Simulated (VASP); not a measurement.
# ZnO (P6_3/mmc) in VASP: a series of runs

Runs on ZnO. Level: PBE+D3(BJ). Tasks: single point.

Program: VASP 6.6.1. These are calculated values, not measurements. Logs are shortened: lines on timing, memory, paths and dates and some standing lists are left out, and cuts for length are marked.

**1. Starting point**

It takes space group P6_3/mmc (No. 194, hexagonal). The conventional cell has a = 3.333 Å, b = 3.333 Å, c = 6.939 Å, α = 90.00°, β = 90.00°, γ = 120.00°. Zn (site symmetry -6m2) has 3 O at 1.92 Å as nearest neighbours. O (site symmetry -6m2) is surrounded by 3 Zn at 1.92 Å.

Measurements of this composition are mostly on another form, of space group No. 186.

**2. Single point, PBE+D3(BJ)**

The input, INCAR:

```
SYSTEM = ZnO
  PREC = Accurate
  ENCUT = 520
  EDIFF = 1E-7
  ISMEAR = 0
  SIGMA = 0.05
  LREAL = .FALSE.
  LASPH = .TRUE.
  NELM = 100
  ALGO = Normal
  ISIF = 2
  LWAVE = .FALSE.
  LCHARG = .TRUE.
  GGA = PE
  IVDW = 12
  LELF = .TRUE.
  LVHAR = .TRUE.
  NBANDS = 26
```

The input, KPOINTS:

```
regular mesh
0
G
  12 12 4
  0 0 0
```

The input, POSCAR:

```
ZnO
1.0
    3.3330134023      0.0000000000      0.0000000000
   -1.6665067011      2.8864742776      0.0000000000
    0.0000000000      0.0000000000      6.9390055373
Zn O
2 2
Direct
    0.0000000000      0.0000000000      0.7500000000
    0.0000000000      0.0000000000      0.2500000000
    0.3333333333      0.6666666667      0.2500000000
    0.6666666667      0.3333333333      0.7500000000
```

Potentials or basis: VASP PAW PBE potentials, release 64 (Zn, O).

Started as:

```
$ cat potpaw_PBE.64/Zn/POTCAR potpaw_PBE.64/O/POTCAR > POTCAR
$ mpirun -np 1 vasp_std > vasp.out
```

OUTCAR:

```text
SYSTEM = ZnO
   PREC = Accurate
   ENCUT = 520
   EDIFF = 1E-7
   ISMEAR = 0
   LREAL = .FALSE.
   LASPH = .TRUE.
   NELM = 100
   ISIF = 2
   GGA = PE
   IVDW = 12
 IVDW          = 12

 ion  position               nearest neighbor table
   1  0.000  0.000  0.750-   4 1.92   4 1.92   4 1.92
   2  0.000  0.000  0.250-   3 1.92   3 1.92   3 1.92
   3  0.333  0.667  0.250-   2 1.92   2 1.92   2 1.92
   4  0.667  0.333  0.750-   1 1.92   1 1.92   1 1.92

  LATTYP: Found a hexagonal cell.
 ALAT       =     3.3330134023
 C/A-ratio  =     2.0819014807

  Lattice vectors:

 A1 = (   3.3330134023,   0.0000000000,   0.0000000000)
 A2 = (  -1.6665067011,   2.8864742776,   0.0000000000)
 A3 = (   0.0000000000,   0.0000000000,   6.9390055373)

Analysis of symmetry for initial positions (statically):
=====================================================================
 Subroutine PRICEL returns:
 Original cell was already a primitive cell.

 Routine SETGRP: Setting up the symmetry group for a
 hexagonal supercell.

 Subroutine GETGRP returns: Found 24 space group operations
 (whereof 12 operations were pure point group operations)
 out of a pool of 24 trial point group operations.

The static configuration has the point symmetry D_3d.
 The point group associated with its full space group is D_6h.

Analysis of symmetry for dynamics (positions and initial velocities):
=====================================================================
 Subroutine PRICEL returns:
 Original cell was already a primitive cell.

 Routine SETGRP: Setting up the symmetry group for a
 hexagonal supercell.

 Subroutine GETGRP returns: Found 24 space group operations
 (whereof 12 operations were pure point group operations)
 out of a pool of 24 trial point group operations.

The dynamic configuration has the point symmetry D_3d.
 The point group associated with its full space group is D_6h.

 Subroutine INISYM returns: Found 24 space group operations
 (whereof 12 operations are pure point group operations),
 and found     1 'primitive' translations

----------------------------------------------------------------------------------------

                                     Primitive cell

  volume of cell :      66.7578

  direct lattice vectors                    reciprocal lattice vectors
     3.333013402  0.000000000  0.000000000     0.300028797  0.173221706  0.000000000
    -1.666506701  2.886474278  0.000000000     0.000000000  0.346443413  0.000000000
     0.000000000  0.000000000  6.939005537     0.000000000  0.000000000  0.144112870

  length of vectors
     3.333013402  3.333013402  6.939005537     0.346443413  0.346443413  0.144112870

  position of ions in fractional coordinates (direct lattice)
     0.000000000  0.000000000  0.750000000
     0.000000000  0.000000000  0.250000000
     0.333333333  0.666666667  0.250000000
     0.666666667  0.333333333  0.750000000

  ion indices of the primitive-cell ions
   primitive index   ion index
                 1           1
                 2           2
                 3           3
                 4           4

----------------------------------------------------------------------------------------

 KPOINTS: regular mesh

Automatic generation of k-mesh.
 Grid dimensions read from file:
 generate k-points for:   12   12    4

 Generating k-lattice:

  Cartesian coordinates                     Fractional coordinates (reciprocal lattice)
     0.025002400  0.014435142  0.000000000     0.083333333  0.000000000  0.000000000
     0.000000000  0.028870284  0.000000000     0.000000000  0.083333333  0.000000000
     0.000000000  0.000000000  0.036028217     0.000000000  0.000000000  0.250000000

  Length of vectors
     0.028870284  0.028870284  0.036028217

  Shift w.r.t. Gamma in fractional coordinates (k-lattice)
     0.000000000  0.000000000  0.000000000

 Subroutine IBZKPT returns following result:
 ===========================================

 Found     57 irreducible k-points:

 Following reciprocal coordinates:
            Coordinates               Weight
  0.000000  0.000000  0.000000      1.000000
  0.083333  0.000000  0.000000      6.000000
  0.166667 -0.000000  0.000000      6.000000
  0.250000 -0.000000  0.000000      6.000000
  0.333333 -0.000000  0.000000      6.000000
  0.416667 -0.000000  0.000000      6.000000
[... 16 lines left out ...]
  0.250000 -0.000000  0.250000     12.000000
  0.333333 -0.000000  0.250000     12.000000
 [... further k-points ...]
   k-points           NKPTS =     57   k-points in BZ     NKDIM =     57   number of bands    NBANDS=     26
   number of dos      NEDOS =    301   number of ions     NIONS =      4
   total plane-waves  NPLWV =  42336
   dimension x,y,z NGX =    28 NGY =   28 NGZ =   54
   dimension x,y,z NGXF=    56 NGYF=   56 NGZF=  108
   ions per type =               2   2
   NGX,Y,Z   is equivalent  to a cutoff of  13.97, 13.97, 12.94 a.u.
   NGXF,Y,Z  is equivalent  to a cutoff of  27.93, 27.93, 25.87 a.u.
 SYSTEM =  ZnO
   PREC   = accura    normal or accurate (medium, high low for compatibility)
   ISTART =      0    job   : 0-new  1-cont  2-samecut
   ICHARG =      2    charge: 1-file 2-atom 10-const
   ISPIN  =      1    spin polarized calculation?
   LNONCOLLINEAR =      F non collinear calculations
   LSORBIT =      F    spin-orbit coupling
   LASPH  =      T    aspherical Exc in radial PAW
   ENCUT  =  520.0 eV  38.22 Ry    6.18 a.u.   6.20  6.20 12.90*2*pi/ulx,y,z
   NELM   =    100;   NELMIN=  2; NELMDL= -5     # of ELM steps
   EDIFF  = 0.1E-06   stopping-criterion for ELM
   LREAL  =      F    real-space projection
   EDIFFG = 0.1E-05   stopping-criterion for IOM
   NSW    =      0    number of steps for IOM
   IBRION =     -1    ionic relax: 0-MD 1-quasi-New 2-CG
   NFREE  =      0    steps in history (QN), initial steepest desc. (CG)
   ISIF   =      2    stress and relaxation
   ISYM   =      2    0-nonsym 1-usesym 2-fastsym
   POTIM  = 0.5000    time-step for ionic-motion
   TEBEG  =    0.0;   TEEND  =   0.0 temperature during run
   PSTRESS=    0.0 pullay stress
   NELECT =      36.0000    total number of electrons
   NUPDOWN=      -1.0000    fix difference up-down
   EMIN   =  10.00;   EMAX   =-10.00  energy-range for DOS
   EFERMI =   0.00;   METHOD = LEGACY
   ISMEAR =     0;   SIGMA  =   0.05  broadening in eV -4-tet -1-fermi 0-gaus
   EFERMI_NEDOS =   21; number of points for ismear=-14 and -15
   IALGO  =     38    algorithm
   IMIX   =      4    mixing-type and parameters
     AMIX     =   0.40;   BMIX     =  1.00
     AMIX_MAG =   1.60;   BMIX_MAG =  1.00
  volume/ion in A,a.u.               =      16.69       112.63
  Fermi-wavevector in a.u.,A,eV,Ry     =   1.332524  2.518105 24.158775  1.775620
  Thomas-Fermi vector in A             =   2.461452
   LORBIT       =      0    0 simple, 1 ext, 2 COOP (PROOUT), +10 PAW based schemes
   GGA     = PE    functional components
   LHFCALC =     F    Hartree Fock is set to
   AEXX    =    0.0000 exact exchange contribution
   IVDW    =    12    specifies the selected vdW correction
   LEPSILON=     F    determine dielectric tensor
   LRPA    =     F    only Hartree local field effects (RPA)
 non-spin polarized calculation
 Gauss-broadening in eV      SIGMA  =   0.05
  energy-cutoff  :      520.00
  volume of cell :       66.76
 maximum number of plane-waves:      1838
 NGX is ok and might be reduce to    28

 number of electron      35.9999985 magnetization

 Free energy of the ion-electron system (eV)
  ---------------------------------------------------
  ext. energy  EPLUGINS =         0.00000000
  ---------------------------------------------------
  free energy    TOTEN  =       -16.93478950 eV

  energy without entropy =      -16.93478950  energy(sigma->0) =      -16.93478950

 E-fermi :  -0.6254     XC(G=0):  -8.9849

 val. band max:       -0.8950200374   @ k =   0.0000   0.0000   0.0000
 cond. band min:      -0.1307750061   @ k =   0.0000   0.0000   0.0000
 fundamental gap:      0.7642450312
 Fermi energy:        -0.6254413887

 k-point     1 :       0.0000    0.0000    0.0000
  band No.  band energies     occupation
      1     -18.0716      2.00000
      2     -17.9741      2.00000
      3      -6.7932      2.00000
      4      -6.7932      2.00000
      5      -6.7741      2.00000
      6      -6.7741      2.00000
[... 18 lines left out ...]
     25      11.6366      0.00000
     26      12.5580      0.00000

 k-point     2 :       0.0833    0.0000    0.0000
  band No.  band energies     occupation
      1     -18.0418      2.00000
      2     -17.9474      2.00000
      3      -6.8041      2.00000
      4      -6.7866      2.00000
      5      -6.7503      2.00000
      6      -6.7312      2.00000
[... 18 lines left out ...]
     25      11.7612      0.00000
     26      12.0016      0.00000

 k-point     3 :       0.1667   -0.0000    0.0000
  band No.  band energies     occupation
      1     -17.9594      2.00000
      2     -17.8740      2.00000
      3      -6.8207      2.00000
      4      -6.8073      2.00000
      5      -6.6267      2.00000
      6      -6.6078      2.00000
[... 18 lines left out ...]
     25      11.3465      0.00000
     26      12.0857      0.00000

 k-point     4 :       0.2500   -0.0000    0.0000
  band No.  band energies     occupation
      1     -17.8437      2.00000
      2     -17.7729      2.00000
      3      -6.8066      2.00000
      4      -6.7981      2.00000
      5      -6.4391      2.00000
      6      -6.4212      2.00000
[... 18 lines left out ...]
     25      11.9508      0.00000
     26      12.2547      0.00000
[... 496 lines left out ...]
      1     -17.9470      2.00000
      2     -17.8867      2.00000
      3      -6.8191      2.00000
      4      -6.8096      2.00000
      5      -6.6240      2.00000
      6      -6.6106      2.00000
[... 18 lines left out ...]
     25      12.2020      0.00000
     26      13.0082      0.00000

 k-point    23 :       0.2500   -0.0000    0.2500
  band No.  band energies     occupation
      1     -17.8334      2.00000
      2     -17.7833      2.00000
      3      -6.8061      2.00000
      4      -6.8000      2.00000
      5      -6.4366      2.00000
      6      -6.4239      2.00000
[... 18 lines left out ...]
     25      12.4081      0.00000
     26      12.6096      0.00000

 k-point    24 :       0.3333   -0.0000    0.2500
  band No.  band energies     occupation
      1     -17.7161      2.00000
      2     -17.6790      2.00000
      3      -6.7342      2.00000
      4      -6.7305      2.00000
      5      -6.2197      2.00000
      6      -6.2090      2.00000
[... 18 lines left out ...]
     25      11.4101      0.00000
     26      12.9532      0.00000

 [... further k-points ...]

------------------------ aborting loop because EDIFF is reached ----------------------------------------

 Edisp (eV)   -0.62609

 E8    (eV) :    -0.2360

  FORCE on cell =-STRESS in cart. coord.  units (eV):
  Direction    XX          YY          ZZ          XY          YZ          ZX
  --------------------------------------------------------------------------------------
  -------------------------------------------------------------------------------------
  Total      -2.79829    -2.79829    -0.62979    -0.00000     0.00000    -0.00000
  in kB     -67.15860   -67.15860   -15.11492    -0.00000     0.00000    -0.00000
  external pressure =      -49.81 kB  Pullay stress =        0.00 kB

 VOLUME and BASIS-vectors are now :
 -----------------------------------------------------------------------------
  energy-cutoff  :      520.00
  volume of cell :       66.76
      direct lattice vectors                 reciprocal lattice vectors
     3.333013402  0.000000000  0.000000000     0.300028797  0.173221706  0.000000000
    -1.666506701  2.886474278  0.000000000     0.000000000  0.346443413  0.000000000
     0.000000000  0.000000000  6.939005537     0.000000000  0.000000000  0.144112870

 POSITION                                       TOTAL-FORCE (eV/Angst)
 -----------------------------------------------------------------------------------
      0.00000      0.00000      5.20425         0.000000      0.000000      0.000000
      0.00000      0.00000      1.73475        -0.000000     -0.000000      0.000000
     -0.00000      1.92432      1.73475        -0.000000      0.000000      0.000000
      1.66651      0.96216      5.20425         0.000000      0.000000     -0.000000
 -----------------------------------------------------------------------------------
    total drift:                                0.000000     -0.000000      0.000000

  FREE ENERGIE OF THE ION-ELECTRON SYSTEM (eV)
  ---------------------------------------------------
  free  energy   TOTEN  =       -17.5608842573 eV

  energy  without entropy=      -17.5608842573  energy(sigma->0) =      -17.56088426
```

Run time: 95 s. Hardware: 1 thread of Intel Xeon Platinum 8488C (Sapphire Rapids), shared host; peak memory 0.25 GiB.

What came out:

* Free energy: -17.5609 eV
* Pressure: -5.0 GPa
* Band gap on the k mesh: 0.76 eV, direct
* Dispersion energy per atom: -0.157 eV

Levels at points of the mesh, in eV from the valence-band top:
| k point | band 16 | band 17 | band 18 | band 19 | band 20 | band 21 |
| --- | --- | --- | --- | --- | --- | --- |
| (0.00, 0.00, 0.00) | -0.01 | 0.00 | 0.00 | 0.76 | 3.41 | 5.31 |
| (0.50, 0.00, 0.00) | -1.66 | -0.79 | -0.76 | 4.86 | 5.34 | 6.18 |
| (0.00, 0.00, 0.50) | 0.00 | 0.00 | 0.00 | 1.96 | 1.96 | 7.50 |
| (0.50, 0.00, 0.50) | -1.71 | -0.73 | -0.73 | 4.91 | 4.91 | 7.72 |

A k mesh can miss the band edges. PBE gaps usually lie below the measured ones, often by a third to a half.

**3. Single point, PBE+D3(BJ)**

This run uses another cell than the first one, of the same volume but with other edges.

The input, INCAR:

```
  PREC = Accurate
  ENCUT = 520
  EDIFF = 1E-6
  ISMEAR = 0
  SIGMA = 0.05
  LREAL = False
  LASPH = True
  NELM = 100
  ALGO = Normal
  ISIF = 2
  LWAVE = False
  LCHARG = True
  GGA = PE
  IVDW = 12
  LELF = True
  LVHAR = True
  NBANDS = 26
```

The input, KPOINTS:

```
Automatic mesh
0
Gamma
  12 12 4
```

The input, POSCAR:

```
ZnO
1.0
    3.0126338642      0.0000000000      0.0000000000
   -1.5063169321      2.6090174587      0.0000000000
    0.0000000000      0.0000000000      8.4933426806
Zn O
2 2
Direct
    0.0000000000      0.0000000000      0.7500000000
    0.0000000000      0.0000000000      0.2500000000
    0.3333333333      0.6666666667      0.2500000000
    0.6666666667      0.3333333333      0.7500000000
```

Potentials or basis: VASP PAW PBE potentials, release 64 (Zn, O).

Started as:

```
$ cat potpaw_PBE.64/Zn/POTCAR potpaw_PBE.64/O/POTCAR > POTCAR
$ mpirun -np 1 vasp_std > vasp.out
```

Run time: 87 s. Hardware: 1 thread of Intel Xeon Platinum 8488C (Sapphire Rapids), shared host; peak memory 0.24 GiB.

Results (log left out):

```yaml
Free_energy: -15.9892 eV
Pressure: 30.4 GPa
Band_gap_on_the_k_mesh: 0.84 eV, direct
Dispersion_energy_per_atom: -0.150 eV
```

Stress tensor (GPa, compression positive):
```
46.44  0.00  0.00
 0.00 46.44  0.00
 0.00  0.00 -1.75
```

Levels at points of the mesh, in eV from the valence-band top:
```tsv
k point	band 16	band 17	band 18	band 19	band 20	band 21
(0.00, 0.00, 0.00)	0.00	0.00	0.00	0.84	2.94	3.80
(0.50, 0.00, 0.00)	-2.70	-1.91	-1.88	4.83	6.24	6.40
(0.00, 0.00, 0.50)	0.00	0.00	0.00	1.58	1.58	5.64
(0.50, 0.00, 0.50)	-2.71	-1.89	-1.89	5.23	5.23	7.25
```

Caveat: a pressure of tens of GPa on the cell as given is suspect, and the run, the potentials or the cell itself is likely at fault. A k mesh can miss the band edges.
